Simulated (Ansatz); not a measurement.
The system is NiO.

```xyz
2
Lattice="0.0000 2.0859 2.0859 2.0859 0.0000 2.0859 2.0859 2.0859 0.0000" Properties=species:S:1:pos:R:3 pbc="T T T"
Ni    0.0000    0.0000    0.0000
O     2.0859    2.0859    2.0859
```

Program: Ansatz 0.2.0. Alike in all runs: potentials or basis Ansatz PAW; spin collinear, ferromagnetic start; cell as given; cutoff (eV) 420.

Question: Order these runs on this cell by their pressure, lowest first.
A. level PBEsol0; k mesh 6 × 6 × 6; smearing fermi-dirac 0.05 eV; points for each segment of the path 4; mesh quality coarse
B. level PBEsol; k mesh 11 × 11 × 11; smearing fermi-dirac 0.05 eV; points for each segment of the path 14; mesh quality not flagged
C. level LDA; k mesh 11 × 11 × 11; smearing fermi-dirac 0.05 eV; points for each segment of the path 14; mesh quality not flagged
D. level PBE; k mesh 11 × 11 × 11; smearing gaussian 0.011 eV; mesh quality not flagged

Answer: C (-19.8 GPa), B (-7.4 GPa), A (-4.0 GPa), D (6.3 GPa).

Caveats: some runs use coarse meshes; the PAW data sets come from PBE, with cores solved anew for the run's functional, which leaves a small shift of forces and pressure (some runs); a cell with one magnetic atom can't hold antiferromagnetic order, which such compounds often take (some runs); so large a pressure means that the cell lies far from this level's equilibrium, or that cutoff or potentials fall short (some runs); the magnetic or orbital state may not be the lowest (some runs); the thresholds are loose for stress (some runs).
